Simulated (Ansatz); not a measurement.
The geometry is COD entry 1536825, unchecked; take it as a test cell. The listed cell was then made from it by scaling, straining or moving an atom.

An input for GaN: DFT, PBEsol, all-electron LAPW, scalar-relativistic (Ansatz 0.2.0).

Command: `ansatz run input.yaml --threads 1 --pin off --max-ram 3072MiB --backend cpu --events-out ev --progress --plain --runs-dir out` The run took 31 s on 1 thread of Arm Neoverse V2 (shared host), peak memory 0.58 GiB.

```yaml
crystal:
  lattice:
    - [-0.03985, 1.972575, 1.972575]
    - [1.972575, -0.03985, 1.972575]
    - [1.972575, 1.972575, -0.03985]
  atoms:
    - { symbol: Ga, position: [0.5, 0.5, 0.5] }
    - { symbol: "N", position: [0.0, 0.0, 0.0] }
kpoints:
  mp_grid: { grid: [13, 13, 13] }
  band_path:
    path:
      - [0.0, 0.0, 0.0]
      - [0.5, 0.5, 0.5]
      - [0.2551801333, 0.5, 0.7448198667]
      - [-0.2551801333, 0.2551801333, 0.5]
      - [0.0, 0.0, 0.5]
      - [0.0, 0.0, 0.0]
      - [-0.3775900666, 0.0, 0.3775900666]
      - [0.0, 0.3775900666, 0.6224099334]
      - [0.0, 0.5, 0.5]
    npoints: 5
scf:
  occupations: { method: fermi_dirac, width: 0.02 }
hamiltonian:
  xc: pbesol
  pseudopotentials: { kind: all_electron, lapw: { basis_error: 0.001 } }
output:
  forces: true
  stress: true
  eigenvalues: true
```

Set-up and iterations as logged by Ansatz (the results part is left out, to be predicted):

```
LAPW: plane waves up to 10.285 Å⁻¹, error target 1.0e-3 eV per atom; small_component_spin mean_spin; N in spheres of 0.877 Å, 7 of its electrons in bands, Dirac shells []; Ga in spheres of 1.116 Å, 21 of its electrons in bands, Dirac shells []
Engine: ansatz 0.2.0
Pseudopotentials: kind: all_electron
Pseudopotential: Ga, LAPW, valence charge 21, Koelling and Harmon's equation, gaussian nucleus
Pseudopotential: N, LAPW, valence charge 7, Koelling and Harmon's equation, gaussian nucleus
Functional definition: PBEsol
  exchange = pbesol_x
  correlation = pbesol_c
Crystal: 2 atoms, lattice volume = 15.816 Å³
Basis set: ecut = 403.00654592490935 eV, 289 PW (Γ), exchange–correlation at level 2
Bands: 18, of which v1, the nominal top of the filled ones, is band 14 counted from 1 (13 counted from 0)
Symmetry: 12 space group operations
Space group: R-3m (ITA 166), of the structure as read, at distance tolerance 2.5e-5 Å
k-points: 231 of 2197
Non-local potential: Ga, projectors of the file, none
Non-local potential: N, projectors of the file, none
Initial density: superposition of atomic densities (chi_scale 0.1, normalization cell, long waves kept (reshape's long-wave potential 0.00 eV rms))
Initial wavefunctions: plane waves of lowest kinetic energy (no species holds an atomic orbital)
Functional: x = pbesol(κ = 0.804, μ = 0.12345679012345678), c = pbesol(β = 0.046)
iter 1 solved again at ethr=1.44e-2 eV; its pass at ethr=1.00e-1 eV (dr2=4.02e0 eV) is discarded
SCF iter   1: F=—  HF=-54346.454814 eV  |F-HF|=—  |Δ(HF+E_count)|=         —  Δρ=1.57e-1  dr2=4.02e0  ethr=1.44e-2  ⟨swp⟩=2.0  Hψ=26900  notcnv=0
iter 2 solved again at ethr=5.12e-4 eV; its pass at ethr=1.44e-2 eV (dr2=1.43e-1 eV) is discarded
SCF iter   2: F=—  HF=-54344.745820 eV  |F-HF|=—  |Δ(HF+E_count)|=    1.71e0  Δρ=3.76e-2  dr2=1.43e-1  ethr=5.12e-4  ⟨swp⟩=2.0  Hψ=22130  notcnv=0
SCF iter   3: F=—  HF=-54344.496310 eV  |F-HF|=—  |Δ(HF+E_count)|=   2.50e-1  Δρ=1.42e-2  dr2=2.43e-2  ethr=5.12e-4  ⟨swp⟩=3.0  Hψ=13635  notcnv=0
SCF iter   4: F=—  HF=-54344.489203 eV  |F-HF|=—  |Δ(HF+E_count)|=         —  Δρ=4.70e-3  dr2=2.48e-3  ethr=8.68e-5  ⟨swp⟩=2.0  Hψ=12474  notcnv=0
the basis was enlarged: its passes take 105.9 KiB over the memory plan, 1 of 1 planned eigensolver slots
SCF iter   5: F=—  HF=-54344.487786 eV  |F-HF|=—  |Δ(HF+E_count)|=   1.42e-3  Δρ=4.15e-4  dr2=1.57e-5  ethr=8.86e-6  ⟨swp⟩=2.0  Hψ=11550  notcnv=0
SCF iter   6: F=—  HF=-54344.487779 eV  |F-HF|=—  |Δ(HF+E_count)|=   6.18e-6  Δρ=1.28e-4  dr2=8.06e-7  ethr=5.61e-8  ⟨swp⟩=2.1  Hψ=11565  notcnv=0
SCF iter   7: F=-54344.487779 eV  HF=-54344.487779 eV  |F-HF|=1.24e-10  |Δ(HF+E_count)|=   7.18e-7  Δρ=7.69e-6  dr2=4.70e-9  ethr=2.88e-9  ⟨swp⟩=2.5  Hψ=11667  notcnv=0
```

Problem. What pressure will this run report?

Solution. 59.0 GPa (positive in compression).

Problem. Is there a band gap?

Solution. 1.62 eV.
